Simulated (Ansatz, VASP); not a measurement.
# BP in two plane-wave programs, part 2 of 2

Wanted: the spread between two codes on one cell, functional and k mesh. The cell is taken from a series of VASP runs on this material, whose earlier steps may have relaxed, scaled or displaced it; both programs get it as it stands.

VASP 6.6.1 and Ansatz 0.2.0.

So far: Starting point; VASP: zone-centre phonons, LDA.

**3. Ansatz: zone-centre phonons, LDA**

Level of this step: Ansatz beside VASP: Kohn-Sham DFT, plane waves, LDA (Ansatz).

Ansatz runs on its default PAW (the set named soft_2) files.

The same cell, functional (in two slightly different forms) and mesh now go to Ansatz, which takes its cutoff from its data sets.

input.yaml

```yaml
crystal:
  lattice:
    - [0.0, 2.222164158, 2.222164158]
    - [2.222164158, 0.0, 2.222164158]
    - [2.222164158, 2.222164158, 0.0]
  atoms:
    - { symbol: P, position: [0.75, 0.75, 0.75] }
    - { symbol: B, position: [0.0, 0.0, 0.0] }
hamiltonian:
  xc: lda
  pseudopotentials: { kind: paw }
kpoints:
  mp_grid: { grid: [16, 16, 16] }
scf:
  occupations: { method: fixed }
phonons:
  method: dfpt
  qpoints: [[0, 0, 0]]
  dielectric: true
  rigid_motions: translations
```

Launch:

```
$ ansatz run input.yaml --threads 4 --pin off --max-ram 9216MiB --backend cpu --events-out ev --progress --plain --runs-dir out
```

Numbers of over 12 decimals in the logs are rounded to 6 here.

The log of the run:

```text
Engine: ansatz 0.2.0, aarch64-unknown-linux-gnu
Pseudopotentials: kind: paw
Pseudopotential: P, paw, valence charge 5, recommended cutoff 420 eV (normal), P.paw.azcp
Pseudopotential: B, paw, valence charge 3, recommended cutoff 420 eV (normal), B.paw.azcp
Functional definition: SPW92
  exchange = slater_x
  correlation = pw_c
Crystal: 2 atoms, lattice volume = 21.946 Å³
Basis set: ecut = 420 eV, 411 PW (Γ), exchange–correlation on 48×48×48 points (8 copies of the dense FFT grid, shifted against one another)
Bands: 8, of which v1, the nominal top of the filled ones, is band 4 counted from 1 (3 counted from 0)
Symmetry: 24 space group operations
k-points: 621 of 4096 (irreducible under 4 space group operations, time reversal used)
Non-local potential: P, projectors of the file, l = 0: 2, l = 1: 2, l = 2: 2
Non-local potential: B, projectors of the file, l = 0: 2, l = 1: 2, l = 2: 1
PAW form: soft (Blöchl's): semilocal exchange-correlation on the pseudo side does not see the compensation charge
PAW frozen core: P, regenerated for the run's functional, and the local potential with it (the file was generated under x = pbe(κ = 0.804, μ = 0.219515), c = pbe(β = 0.066725))
PAW frozen core: B, regenerated for the run's functional, and the local potential with it (the file was generated under x = pbe(κ = 0.804, μ = 0.219515), c = pbe(β = 0.066725))
PAW one-centre angular grid: P, 110 points (default); XC on 64 Gauss nodes
PAW one-centre angular grid: B, 110 points (default); XC on 64 Gauss nodes
Initial density: superposition of atomic densities (neutral atoms: chi_scale 0, normalization atom), corrected by the library's trained network
Initial wavefunctions: pseudopotential atomic-orbital guess
Functional: x = slater, c = lda
SCF iter   1: F=—  HF=-876.626908 eV  |F-HF|=—  |Δ(HF+E_count)|=         —  Δρ=5.45e-3  dr2=4.73e-3  ethr=1.77e-3  ⟨swp⟩=4.8  Hψ=36186  notcnv=0  defer=1159
preconditioner: auto → none  [insulator: Δε(μ)=1.100 eV  Ē_g=13.169 eV  n_scr=0 (ndim 8)  ℏωp=22.4 eV  f_vac=0.000  ε∞_Penn≈3.9]
SCF iter   2: F=—  HF=-876.626051 eV  |F-HF|=—  |Δ(HF+E_count)|=   8.57e-4  Δρ=2.44e-3  dr2=7.45e-4  ethr=5.92e-5  ⟨swp⟩=2.3  Hψ=12052  notcnv=0  defer=1225
SCF iter   3: F=—  HF=-876.625893 eV  |F-HF|=—  |Δ(HF+E_count)|=   1.57e-4  Δρ=1.05e-3  dr2=1.13e-4  ethr=9.32e-6  ⟨swp⟩=3.0  Hψ=8295  notcnv=0  defer=1220
SCF iter   4: F=—  HF=-876.625877 eV  |F-HF|=—  |Δ(HF+E_count)|=   1.61e-5  Δρ=1.08e-4  dr2=3.06e-6  ethr=1.42e-6  ⟨swp⟩=1.0  Hψ=4968  notcnv=0  defer=1096
SCF iter   5: F=—  HF=-876.625877 eV  |F-HF|=—  |Δ(HF+E_count)|=   7.60e-7  Δρ=1.86e-5  dr2=5.51e-8  ethr=3.83e-8  ⟨swp⟩=2.1  Hψ=7044  notcnv=0  defer=1019
SCF iter   6: F=—  HF=-876.625877 eV  |F-HF|=—  |Δ(HF+E_count)|=   3.06e-7  Δρ=7.50e-6  dr2=1.54e-8  ethr=6.88e-10  ⟨swp⟩=1.5  Hψ=5296  notcnv=0  defer=991
SCF iter   7: F=—  HF=-876.625877 eV  |F-HF|=—  |Δ(HF+E_count)|=   4.78e-9  Δρ=2.26e-6  dr2=1.39e-9  ethr=1.92e-10  ⟨swp⟩=2.0  Hψ=7125  notcnv=0  defer=991
SCF iter   8: F=-876.625877 eV  HF=-876.625877 eV  |F-HF|=3.41e-12  |Δ(HF+E_count)|=  4.68e-10  Δρ=1.36e-7  dr2=4.40e-12  ethr=1.25e-12  ⟨swp⟩=8.8  Hψ=36589  notcnv=0
SCF 1 converged in 8 iterations: F = -876.625877 eV  dr2 = 4.40e-12
  greatest PAW one-centre occupation: 0.773 electrons in one spin orbital (limit 2), on the P atom at site 0 (counted from 0), in its partial waves of l = 0
DFPT response loops at Γ: preconditioner auto → none (the input reference at scf.mixing.eps_inf says where Resta's filter doesn't serve); β = 0.50; Broyden in place of MSR1
SCF converged after 8 iterations
Free energy (F): -876.625877 eV
Harris-Foulkes:  -876.625877 eV  (|F-HF|=3.41e-12)
Internal energy: -876.625877 eV  (E = F + TS)
E sigma→0 (E₀):  -876.625877 eV
Fermi energy:    9.923811 eV
--- Per-component energies (eV) ---
  E_band       = 25.744906
  E_kinetic    = 125.258625
  E_local      = -65.739264  (includes V_loc(G=0)·N_el)
  E_nonlocal   = 47.363097
  E_hartree    = 16.214609
  E_xc         = -95.503781
  E_vxc        = -101.953027  (∫ρ·V_xc dr)
  E_paw        = -612.873617  (= ΣΔE_a)
  E_vpaw       = -11.613743  (= ΣTr[D̂ρ^β])
  E_aug_tail   = -0.000000  (compensation charges beyond the density's cutoff)
  E_ewald      = -291.508731
  E_core_change = 0.163186  (= ΣΔE_core)
  E_smearing   = -0.000000  (= −TS)
  E_closure    = 0.000000  (closes the sum)
  Σ components = -876.625877   (vs F -876.625877, Δ=0.00e0)
--- Band table (eV; the first three rows and the last of 621) ---
  k-point 0: bands = ["-6.0337", "9.9238", "9.9238", "9.9238", "13.4042", "13.4042", "13.4042", "18.2453"]
  k-point 1: bands = ["-5.9597", "9.3292", "9.7915", "9.7915", "13.5864", "13.5864", "13.6568", "18.4257"]
  k-point 2: bands = ["-5.7385", "8.0179", "9.4758", "9.4758", "14.0090", "14.0212", "14.0212", "18.9028"]
  k-point 620: bands = ["-0.5413", "1.7329", "3.8744", "4.0700", "15.1485", "16.7267", "17.4656", "17.7306"]
--- Phonons (Γ-DFPT): 2 representative perturbations + reference, on 621 of 4096 k-points (Σ response iterations 6) ---
  k mesh reduced under 4 symmetry operations, with k and −k counted as one. Each operation leaves every solved perturbation unchanged. A smaller set is not considered because the run solves the response to a homogeneous field
  ASR residual: 7.946e-5 → 0.000e0 eV/Å²; symmetrization residual: 3.701e-7 eV/Å²
  ASR residual per site (eV/Å²): 7.95e-5 1.15e-5
  Γ frequencies (cm⁻¹): 0.00 0.00 0.00 846.64 846.64 846.64
  ε∞ (high-frequency dielectric tensor):
        9.168912     0.000000    -0.000000
       -0.000000     9.168912     0.000000
       -0.000000     0.000000     9.168912
  ε⁰ (static dielectric tensor: ions relaxed, cell fixed):
        9.383300     0.000000    -0.000000
       -0.000000     9.383300     0.000000
       -0.000000     0.000000     9.383300
  ε⁰ − ε∞ (ionic part):
        0.214388     0.000000     0.000000
        0.000000     0.214388     0.000000
        0.000000     0.000000     0.214388
  softest optical mode at Γ: 846.64 cm⁻¹; the repairs (sum rule, projections) moved no ω² at Γ by more than (0.87 cm⁻¹)²
  Born effective charges Z* (e; rows j = field, columns β = displacement):
    site 0:
         0.74110   -0.00000    0.00000
         0.00000    0.74110    0.00000
         0.00000    0.00000    0.74110
    site 1:
        -0.74110    0.00000   -0.00000
        -0.00000   -0.74110   -0.00000
        -0.00000   -0.00000   -0.74110
  Z* charge neutrality: 1.154e-5 e pre-enforcement
  k-mesh period / interband length: 50.3 Å / 2.44 Å = 20.62 at k = (0.0000, 0.0000, 0.0000), direct gap 3.480 eV — 14 or more, which is no proof of convergence
  optical modes at Γ without the LO–TO term, one row a degenerate level:
      ω (cm⁻¹)  modes    IR ((D/Å)²/amu)
        846.64      3             4.7437
  optical modes at Γ + LO–TO along q̂ = [1.0000, 0.0000, 0.0000]:
      ω (cm⁻¹)  modes    IR ((D/Å)²/amu)
        846.64      2             3.1625
        856.48      1             1.5812
  optical modes at Γ + LO–TO along q̂ = [0.0000, 1.0000, 0.0000]:
      ω (cm⁻¹)  modes    IR ((D/Å)²/amu)
        846.64      2             3.1625
        856.48      1             1.5812
  optical modes at Γ + LO–TO along q̂ = [0.0000, 0.0000, 1.0000]:
      ω (cm⁻¹)  modes    IR ((D/Å)²/amu)
        846.64      2             3.1625
        856.48      1             1.5812
--- Phonons (arbitrary-q DFPT): 1 explicit q-point ---
  q = [0, 0, 0] (of the zone-centre solve; hermiticity 3.50e-8, symmetrization 1.18e-15): -0.00 -0.00 0.00 846.64 846.64 846.64
  sum rule: each row above includes the acoustic sum rule's correction from the zone centre's row sums; it moved no ω² by more than (0.84 cm⁻¹)²
```

Wall time 15 s (4 threads of Arm Neoverse V1, shared host); peak memory 0.65 GiB; 57 s of CPU time.

The column dr2 measures how far the density is from self-consistency, as an energy; F and HF (Harris–Foulkes) agree once it is small.

**4. Side by side**

Known differences besides the potentials themselves: the two LDA forms differ slightly; the cutoff is 420 eV in Ansatz and 500 eV in VASP; VASP's log shows a relativistic correction to its local exchange, Ansatz's none. Total energies have different zeros and are not compared.

Both answers:

```tsv
quantity	Ansatz	VASP	difference
ε∞ xx	9.17	9.18	-0.15 %
ε∞ yy	9.17	9.18	-0.15 %
ε∞ zz	9.17	9.18	-0.15 %
Born charge of P1 (mean of the diagonal) (e)	0.74	0.72	+0.02
Born charge of B2 (mean of the diagonal) (e)	-0.74	-0.72	-0.02
optical mode 1 to 3 (cm⁻¹)	846.6	844.8	+0.22 %
```

Modes are paired by rising frequency and degeneracy, not by their patterns, so a pair may still set unlike modes beside each other.

**5. Outcome**

```json
{"r.m.s. difference of the optical zone-centre modes, each program's sorted by frequency (zone-centre phonons, LDA)": "1.8 cm⁻¹"}
```

**Reading.** The r.m.s. difference of the optical zone-centre modes, each program's sorted by frequency is 1.8 cm⁻¹ (zone-centre phonons, LDA). How closely two codes agree says nothing of how well the functional describes the real material.

[Lines on the potential files, build, host, timing and source positions are cut from VASP's logs without a mark.]

[Logs are printed without paths, hosts, clocks, repeated set-up lines and the standing remarks that a program may print on its own settings, such as how far it seeks lower states.]

[Hosts, paths, dates, database ids (printed as entryN), source tags and the programs' standing remarks are cut or masked in the printed files.]
